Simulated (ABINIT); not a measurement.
Runs of ABINIT 10.8.3 (patched build) on MgB2. Symmetry: P6/mmm, No. 191, hexagonal system. Conventional cell: a = 3.085 Å, b = 3.085 Å, c = 3.523 Å, α = 90.00°, β = 90.00°, γ = 120.00°. Mg (site symmetry 6/mmm) has 12 B at 2.51 Å as nearest neighbours. B (site symmetry -6m2) has 3 B at 1.78 Å as nearest neighbours. 

```tsv
task	level	potentials or basis	k mesh	cutoff (eV)	bands in the sums	broadening (eV)	scissor shift (eV)	tensor components	gap on the mesh (eV)	pressure (GPa)
single point	LDA	PseudoDojo NC SR LDA v0.4.1 standard	8 × 8 × 6	1088	-	-	-	-	none	-7.4
single point	PBE	PseudoDojo NC SR PBE v0.4.1 standard	8 × 8 × 6	1088	-	-	-	-	none	-1.0
optical spectrum	LDA	PseudoDojo NC SR LDA v0.4.1 standard	12 × 12 × 8, shifted	1088	14	0.1	0	[11, 33]	-	-7.6
single point	PBEsol	PseudoDojo NC SR PBEsol v0.4.1 standard	8 × 8 × 6	1034	-	-	-	-	none	(a)
```

Alike in all rows: no spin polarisation; cell as given; smearing fermi-dirac 0.05 eV.

Problem. Estimate the missing entries.

Solution. (a) -3.3.

Caveats: the intraband (Drude) term is left out (some runs); spectra need much finer meshes, so this one isn't converged (some runs); independent-particle spectra lack excitons (some runs).

A gap of «none» marks a metal or a gap under the smearing width.
